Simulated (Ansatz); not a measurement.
## PbSe (Clausthalite): the dielectric response by several routes

Wanted: ε∞ of PbSe (Clausthalite) from perturbation theory, a sum over states and the RPA step of G0W0, with cost.

Calculated with Ansatz 0.2.0; linear response on PBE, plane waves, PAW.

### Step 1. The starting structure

Symmetry: Fm-3m, No. 225, cubic system. Conventional cell: a = 6.121 Å, b = 6.121 Å, c = 6.121 Å, α = 90.00°, β = 90.00°, γ = 90.00°. Pb has 6 Se at 3.06 Å nearest. Nearest to Se lie 6 Pb at 3.06 Å. Farther neighbours and most contacts between anions are not listed.

The cell and positions come from the Crystallography Open Database and are kept as given unless a step says otherwise. Spin-orbit coupling is left out unless a step names it.

### Step 2. Response to a homogeneous field

The response to a uniform field gives ε∞, a yardstick for the screening that GW builds on its mesh.

This step: dielectric response by perturbation theory, PBE, plane waves, PAW; PAW set soft_1.

File input.yaml:

```yaml
crystal:
  lattice:
    - [0.0, 3.06065, 3.06065]
    - [3.06065, 0.0, 3.06065]
    - [3.06065, 3.06065, 0.0]
  atoms:
    - { symbol: Pb, position: [0.0, 0.0, 0.0] }
    - { symbol: Se, position: [0.5, 0.5, 0.5] }
kpoints:
  mp_grid: { grid: [6, 6, 6] }
hamiltonian:
  xc: pbe
  pseudopotentials: { kind: paw, azcp: { folder: soft_1 } }
scf:
  occupations: { method: fixed }
dielectric: {}
```

Command:

```bash
ansatz run input.yaml --threads 3 --pin off --max-ram 92160MiB --backend cuda --events-out ev --progress --plain --runs-dir out --devices 1 --max-vram 13GiB
```

Numbers of over 12 decimals in the logs are rounded to 6 here.

The program printed:

```text
GPUs: using 1 of 1 available (devices: 1).
Engine: ansatz 0.2.0, x86_64-unknown-linux-gnu
Pseudopotentials: kind: paw
Pseudopotential: Pb, paw, valence charge 14, recommended cutoff 420 eV (normal), soft_1/Pb.paw.azcp
Pseudopotential: Se, paw, valence charge 16, recommended cutoff 420 eV (normal), soft_1/Se.paw.azcp
Functional definition: PBE
  parameter kappa = 0.804
  parameter beta = 0.066725
  exchange = pbe_x(kappa = kappa, mu = beta*pi^2/3)
  correlation = pbe_c(beta = beta)
device memory: the entry about to start is reckoned to put 0.7 GiB on a device that reports 44.1 GiB free (of which the cap on the GPU budget leaves the run 13.0 GiB)
GPU FFT provider: cuFFT
GPU libraries: cuBLAS 13.8.2, cuFFT 12.4.0, cuSOLVER 12.3.4
Crystal: 2 atoms, lattice volume = 57.342 Å³
Basis set: ecut = 420 eV, 1139 PW (Γ), exchange–correlation on 60×60×60 points (8 copies of the dense FFT grid, shifted against one another)
Bands: 19, of which v1, the nominal top of the filled ones, is band 15 counted from 1 (14 counted from 0)
Symmetry: 48 space group operations
k-points: 30 of 216 (irreducible under 8 space group operations, time reversal used)
Non-local potential: Pb, projectors of the file, l = 0: 2, l = 1: 2, l = 2: 2, l = 3: 1
Non-local potential: Se, projectors of the file, l = 0: 2, l = 1: 2, l = 2: 3, l = 3: 1
PAW form: soft (Blöchl's): semilocal exchange-correlation on the pseudo side does not see the compensation charge
PAW one-centre angular grid: Pb, 590 points (default); XC on 64 Gauss nodes
PAW one-centre angular grid: Se, 590 points (default); XC on 64 Gauss nodes
Initial density: superposition of atomic densities (chi_scale 0.1, normalization cell, long waves kept (reshape's long-wave potential 0.00 eV rms))
Initial wavefunctions: pseudopotential atomic-orbital guess
GPU buffer pool allocated for 27000 grid points (all kernels)
GPU transforms: local potential and band sums: pruned to the plane-wave sphere, on 30×30×30
Functional: x = pbe(κ = 0.804, μ = 0.219515), c = pbe(β = 0.066725)
SCF iter   1: F=—  HF=-17379.123769 eV  |F-HF|=—  |Δ(HF+E_count)|=         —  Δρ=2.11e-2  dr2=4.02e-1  ethr=3.10e-3  ⟨swp⟩=5.0  Hψ=2334  notcnv=0  defer=48
preconditioner: auto → none  [insulator: Δε(μ)=0.450 eV  Ē_g=15.256 eV  n_scr=14 (ndim 8)  ℏωp=21.9 eV  f_vac=0.000  ε∞_Penn≈3.1]
SCF iter   2: F=—  HF=-17379.042052 eV  |F-HF|=—  |Δ(HF+E_count)|=   8.17e-2  Δρ=9.12e-3  dr2=4.59e-2  ethr=1.34e-3  ⟨swp⟩=2.8  Hψ=984  notcnv=0  defer=48
SCF iter   3: F=—  HF=-17379.034032 eV  |F-HF|=—  |Δ(HF+E_count)|=   8.02e-3  Δρ=4.28e-3  dr2=1.01e-2  ethr=1.53e-4  ⟨swp⟩=2.8  Hψ=1127  notcnv=0  defer=52
SCF iter   4: F=—  HF=-17379.034924 eV  |F-HF|=—  |Δ(HF+E_count)|=   8.92e-4  Δρ=1.92e-3  dr2=2.06e-3  ethr=3.36e-5  ⟨swp⟩=2.9  Hψ=1032  notcnv=0  defer=52
SCF iter   5: F=—  HF=-17379.035066 eV  |F-HF|=—  |Δ(HF+E_count)|=   1.42e-4  Δρ=4.09e-4  dr2=9.98e-5  ethr=6.87e-6  ⟨swp⟩=3.0  Hψ=1053  notcnv=0  defer=52
SCF iter   6: F=—  HF=-17379.035046 eV  |F-HF|=—  |Δ(HF+E_count)|=   2.01e-5  Δρ=4.95e-5  dr2=1.29e-6  ethr=3.33e-7  ⟨swp⟩=2.0  Hψ=731  notcnv=0  defer=42
SCF iter   7: F=—  HF=-17379.035071 eV  |F-HF|=—  |Δ(HF+E_count)|=   2.53e-5  Δρ=4.78e-6  dr2=8.88e-9  ethr=4.31e-9  ⟨swp⟩=2.5  Hψ=918  notcnv=0
SCF iter   8: F=—  HF=-17379.035071 eV  |F-HF|=—  |Δ(HF+E_count)|=   1.20e-9  Δρ=1.28e-6  dr2=1.05e-9  ethr=2.96e-11  ⟨swp⟩=2.0  Hψ=1020  notcnv=0
SCF iter   9: F=-17379.035071 eV  HF=-17379.035071 eV  |F-HF|=1.09e-11  |Δ(HF+E_count)|=   1.32e-9  Δρ=4.19e-7  dr2=6.24e-11  ethr=1.00e-12  ⟨swp⟩=3.8  Hψ=2846  notcnv=0
SCF 1 converged in 9 iterations: F = -17379.035071 eV  dr2 = 6.24e-11
  greatest PAW one-centre occupation: 1.000 electrons in one spin orbital (limit 2), on the Se atom at site 1 (counted from 0), in its partial waves of l = 2
the response reads at least the filled bands of the reference SCF and the lowest empty band at each k-point, and that SCF's band table does not vouch for those bands. The notice of the band table in this run's record says why
device memory: the entry about to start is reckoned to put 0.3 GiB on a device that reports 43.0 GiB free (of which the cap on the GPU budget leaves the run 13.0 GiB)
NSCF: frozen V_eff on 1 k-points
device memory: the entry about to start is reckoned to put 0.3 GiB on a device that reports 44.0 GiB free (of which the cap on the GPU budget leaves the run 13.0 GiB)
NSCF: frozen V_eff on 1 k-points
device memory: the entry about to start is reckoned to put 0.3 GiB on a device that reports 42.5 GiB free (of which the cap on the GPU budget leaves the run 13.0 GiB)
NSCF: frozen V_eff on 1 k-points
device memory: the entry about to start is reckoned to put 0.3 GiB on a device that reports 42.6 GiB free (of which the cap on the GPU budget leaves the run 13.0 GiB)
NSCF: frozen V_eff on 1 k-points
device memory: the entry about to start is reckoned to put 0.3 GiB on a device that reports 42.6 GiB free (of which the cap on the GPU budget leaves the run 13.0 GiB)
NSCF: frozen V_eff on 1 k-points
device memory: the entry about to start is reckoned to put 0.3 GiB on a device that reports 42.6 GiB free (of which the cap on the GPU budget leaves the run 13.0 GiB)
NSCF: frozen V_eff on 1 k-points
device memory: the entry about to start is reckoned to put 0.3 GiB on a device that reports 42.6 GiB free (of which the cap on the GPU budget leaves the run 13.0 GiB)
NSCF: frozen V_eff on 1 k-points
device memory: the entry about to start is reckoned to put 0.3 GiB on a device that reports 42.0 GiB free (of which the cap on the GPU budget leaves the run 13.0 GiB)
NSCF: frozen V_eff on 1 k-points
device memory: the entry about to start is reckoned to put 0.3 GiB on a device that reports 41.7 GiB free (of which the cap on the GPU budget leaves the run 13.0 GiB)
NSCF: frozen V_eff on 1 k-points
device memory: the entry about to start is reckoned to put 0.3 GiB on a device that reports 41.9 GiB free (of which the cap on the GPU budget leaves the run 13.0 GiB)
NSCF: frozen V_eff on 1 k-points
device memory: the entry about to start is reckoned to put 0.3 GiB on a device that reports 41.9 GiB free (of which the cap on the GPU budget leaves the run 13.0 GiB)
NSCF: frozen V_eff on 1 k-points
device memory: the entry about to start is reckoned to put 0.3 GiB on a device that reports 41.3 GiB free (of which the cap on the GPU budget leaves the run 13.0 GiB)
NSCF: frozen V_eff on 1 k-points
device memory: the entry about to start is reckoned to put 0.1 GiB on a device that reports 40.8 GiB free (of which the cap on the GPU budget leaves the run 13.0 GiB)
device memory: the entry about to start is reckoned to put 0.8 GiB on a device that reports 40.6 GiB free (of which the cap on the GPU budget leaves the run 13.0 GiB)
DFPT response loops at Γ: preconditioner auto → none (the input reference at scf.mixing.eps_inf says where Resta's filter doesn't serve); β = 0.50; Broyden in place of MSR1
── the response to a field inside a basis, on 10×10×10 k-points: an SCF that follows is theirs, and a resumed run solves both again ──
device memory: the entry about to start is reckoned to put 0.2 GiB on a device that reports 41.6 GiB free (of which the cap on the GPU budget leaves the run 13.0 GiB)
GPU FFT provider: cuFFT
GPU libraries: cuBLAS 13.8.2, cuFFT 12.4.0, cuSOLVER 12.3.4
Bands: 16, of which v1, the nominal top of the filled ones, is band 15 counted from 1 (14 counted from 0)
k-points: 110
Initial density: handed on by an earlier stage of this run
Initial wavefunctions: pseudopotential atomic-orbital guess (no wavefunctions were taken with the density)
GPU buffer pool allocated for 27000 grid points (all kernels)
GPU transforms: band sums: pruned to the plane-wave sphere, on 30×30×30
Eigensolver: Dense (110 Hₖ)
SCF iter   1: F=—  HF=-17379.026907 eV  |F-HF|=—  |Δ(HF+E_count)|=         —  Δρ=2.17e-4  dr2=3.31e-5  ethr=1.00e-1
preconditioner: auto → none  [insulator: Δε(μ)=0.337 eV  Ē_g=13.363 eV  n_scr=14 (ndim 8)  ℏωp=21.9 eV  f_vac=0.021  ε∞_Penn≈3.7]
SCF iter   2: F=—  HF=-17379.026902 eV  |F-HF|=—  |Δ(HF+E_count)|=   4.57e-6  Δρ=9.28e-5  dr2=3.10e-6  ethr=1.10e-7
SCF iter   3: F=—  HF=-17379.026902 eV  |F-HF|=—  |Δ(HF+E_count)|=   2.65e-7  Δρ=4.97e-5  dr2=6.38e-7  ethr=1.03e-8
SCF iter   4: F=—  HF=-17379.026902 eV  |F-HF|=—  |Δ(HF+E_count)|=   2.81e-7  Δρ=1.96e-5  dr2=1.05e-7  ethr=2.13e-9
SCF iter   5: F=-17379.026902 eV  HF=-17379.026902 eV  |F-HF|=2.39e-9  |Δ(HF+E_count)|=   5.03e-8  Δρ=3.79e-6  dr2=4.28e-9  ethr=3.51e-10
SCF 1 converged in 5 iterations: F = -17379.026902 eV  dr2 = 4.28e-9
device memory: the entry about to start is reckoned to put 0.1 GiB (of the 0.1 GiB reckoned in all, the device holds 0.1 GiB already) on a device that reports 40.9 GiB free (of which the cap on the GPU budget leaves the run 12.9 GiB)
device memory: the entry about to start is reckoned to put 1.5 GiB on a device that reports 40.9 GiB free (of which the cap on the GPU budget leaves the run 12.9 GiB)
DFPT response loops at Γ: mixed as the last ones told, above
SCF converged after 9 iterations
Free energy (F): -17379.035071 eV
Harris-Foulkes:  -17379.035071 eV  (|F-HF|=1.09e-11)
Internal energy: -17379.035071 eV  (E = F + TS)
E sigma→0 (E₀):  -17379.035071 eV
Fermi energy:    8.954655 eV
--- Per-component energies (eV) ---
  E_band       = -427.305680
  E_kinetic    = 402.966938
  E_local      = -3718.723698  (includes V_loc(G=0)·N_el)
  E_nonlocal   = -49.223460
  E_hartree    = 1810.637914
  E_xc         = -292.071340
  E_vxc        = -229.619063  (∫ρ·V_xc dr)
  E_paw        = -12520.913794  (= ΣΔE_a)
  E_vpaw       = -453.982025  (= ΣTr[D̂ρ^β])
  E_aug_tail   = -0.000372  (compensation charges beyond the density's cutoff)
  E_ewald      = -3011.707258
  E_smearing   = -0.000000  (= −TS)
  E_closure    = -0.000000  (closes the sum)
  Σ components = -17379.035071   (vs F -17379.035071, Δ=0.00e0)
--- Band table (eV; the first three rows and the last of 30) ---
  k-point 0: bands = [... 11 lower, 2.6508, 7.0756, 7.0756, 7.0756, 13.6721, 13.6721, 13.6721, 15.4801]
  k-point 1: bands = [... 11 lower, 1.9935, 7.1483, 7.1483, 7.5270, 12.0901, 12.6210, 12.6210, 15.2815]
  k-point 2: bands = [... 11 lower, 0.7865, 7.3445, 7.3445, 8.2829, 10.3005, 11.2414, 11.2414, 16.0478]
  k-point 29: bands = [... 11 lower, 1.0770, 4.3288, 5.1800, 7.3206, 11.9140, 13.3348, 14.4457, 15.5146]
--- Dielectric response (ions clamped): 3 representative field directions + reference, inside a basis on a mesh of 1000 k-points (Σ response iterations 18) ---
  ε∞ (high-frequency dielectric tensor):
       22.092557     0.000000     0.000000
        0.000000    22.092557    -0.000000
        0.000000    -0.000000    22.092557
  Born effective charges Z* (e; rows j = field, columns β = displacement):
    site 0:
         4.83397    0.00000    0.00000
        -0.00000    4.83397   -0.00000
         0.00000   -0.00000    4.83397
    site 1:
        -4.83397   -0.00000   -0.00000
         0.00000   -4.83397    0.00000
        -0.00000    0.00000   -4.83397
  Z* charge neutrality: 1.783e-3 e pre-enforcement
  solved inside a basis spanned on kpoints, on 10×10×10 k-points transformed towards the longest dipole: ε∞ is read to err by 9.1e-2, Z* by 3.7e-2 e (field_mesh: kpoints solves on kpoints); Z* is corrected for what the basis lacks
```

The job ended after 34 s (1 × NVIDIA H100 80GB HBM3 (shared by 6 runs) with 3 threads of AMD EPYC 7R13 (Zen 3), shared host; peak memory 1.5 GiB).

Numbers from this step:

```
stated error of ε∞ : 0.091
```

One over ε∞ averages 0.05, well under the quarter of exact exchange in PBE0, which by this rule of thumb may open the gap too far.

High-frequency dielectric tensor:

```
22.09  0.00  0.00
 0.00 22.09  0.00
 0.00  0.00 22.09
```

Born effective charge (e), principal values of the symmetric part by kind of site:

```
atom  atoms with these values    low  middle   high   mean
 Pb1                        1   4.83    4.83   4.83   4.83
 Se2                        1  -4.83   -4.83  -4.83  -4.83
```

In full for Pb1:

```
4.83 0.00 0.00
0.00 4.83 0.00
0.00 0.00 4.83
```

### Step 3. Independent-particle spectrum

The independent-particle spectrum shows where the oscillator strength lies, before excitons and local fields.

This step: independent-particle optics on PBE, plane waves, PAW; PAW set soft_1.

Changes to input.yaml since step 2:

```diff
@@ -15,2 +15,4 @@
   occupations: { method: fixed }
-dielectric: {}
+  n_extra_bands: 39
+output:
+  optics: { e_range: [0, 25], de: 0.1, sigma: 0.2 }
```

The program printed:

```text
[...]
GPUs: using 1 of 1 available (devices: 1).
[...]
GPU FFT provider: cuFFT
GPU libraries: cuBLAS 13.8.2, cuFFT 12.4.0, cuSOLVER 12.3.4
Crystal: 2 atoms, lattice volume = 57.342 Å³
Basis set: ecut = 420 eV, 1139 PW (Γ)
Bands: 54, of which v1, the nominal top of the filled ones, is band 15 counted from 1 (14 counted from 0)
Symmetry: 48 space group operations
[...]
k-points: 16 of 216
[...]
GPU buffer pool allocated for 27000 grid points (all kernels)
[...]
SCF iter   1: F=—  HF=-17379.123127 eV  |F-HF|=—  |Δ(HF+E_count)|=         —  Δρ=2.12e-2  dr2=4.05e-1  ethr=3.10e-3  ⟨swp⟩=4.0  Hψ=2882  notcnv=0  defer=547
[...]
SCF iter  10: F=-17379.035069 eV  HF=-17379.035069 eV  |F-HF|=0.00e0  |Δ(HF+E_count)|=  2.55e-11  Δρ=1.02e-7  dr2=3.86e-12  ethr=1.00e-12  ⟨swp⟩=13.3  Hψ=7056  notcnv=0
SCF 1 converged in 10 iterations: F = -17379.035069 eV  dr2 = 3.86e-12
[...]
Optics k sum: 0 of 16 k-points
Optics k sum: 1 of 16 k-points
[...]
Optics k sum: 16 of 16 k-points
[...]
SCF converged after 10 iterations
Free energy (F): -17379.035069 eV
[...]
Internal energy: -17379.035069 eV  (E = F + TS)
E sigma→0 (E₀):  -17379.035069 eV
Fermi energy:    8.954659 eV
[...]
--- Band table (eV; the first three rows and the last of 16) ---
  k-point 0: bands = [... 11 lower, 2.6508, 7.0756, 7.0756, 7.0756, 13.6721, 13.6721, 13.6721, 15.4801, ... 35 higher]
  k-point 1: bands = [... 11 lower, 1.9935, 7.1483, 7.1483, 7.5270, 12.0901, 12.6210, 12.6210, 15.2815, ... 35 higher]
  k-point 2: bands = [... 11 lower, 0.7865, 7.3445, 7.3445, 8.2829, 10.3005, 11.2414, 11.2414, 16.0478, ... 35 higher]
  k-point 15: bands = [... 11 lower, 1.0770, 4.3288, 5.1800, 7.3206, 11.9140, 13.3348, 14.4457, 15.5146, ... 35 higher]
```

Wall time 15 s (1 × NVIDIA H100 80GB HBM3 (shared by 6 runs) with 3 threads); peak memory 1.1 GiB; 26 s of CPU time.

This step gave:

```
ε∞ without local fields (xx, yy, zz)                                   : 22.88, 22.88, 22.88
electrons in the f-sum (xx, yy, zz)                                    : 21.96, 21.96, 21.96
bands in the explicit sum (the static value is completed to all bands) : 54
```

The sum gives ε∞ = 22.88 without local fields.

The ε₂, xx=yy=zz has structure finer than the step of the table below, so its rows give means over 1 eV, whole bins alone (the curve runs from 0 to 25 eV). Peaks (eV: height): 2.5: 48.9.

Independent particles, no local fields, Gaussian width 0.2 eV. ε₂, xx=yy=zz against photon energy; means over each step:

| photon energy (eV) | ε₂, xx=yy=zz |
| --- | --- |
| 1 | 4.90 |
| 2 | 27.2 |
| 3 | 29.2 |
| 4 | 8.89 |
| 5 | 3.61 |
| 6 | 2.61 |
| 7 | 3.12 |
| 8 | 3.74 |
| 9 | 2.42 |
| 10 | 2.04 |
| 11 | 1.53 |
| 12 | 1.16 |
| 13 | 0.813 |
| 14 | 0.470 |
| 15 | 0.347 |
| 16 | 0.324 |
| 17 | 0.313 |
| 18 | 0.504 |
| 19 | 0.621 |
| 20 | 0.469 |
| 21 | 0.544 |
| 22 | 0.308 |
| 23 | 0.226 |
| 24 | 0.206 |

(Continued in part 2 of 2.)

[Paths, hosts, dates, memory and timing lines, banners, echoed tables and standing remarks are left out of the program output.]

[Logs are printed without paths, hosts, clocks, repeated set-up lines and the standing remarks that a program may print on its own settings, such as how far it seeks lower states.]

[Runs of the session that timed out or met a known fault of the program may be left out.]

[Cells called generated may have been cut or substituted from an entry of the Crystallography Open Database or the Materials Project.]

[Hosts, paths, dates, database ids (printed as entryN), source tags and the programs' standing remarks are cut or masked in the printed files.]
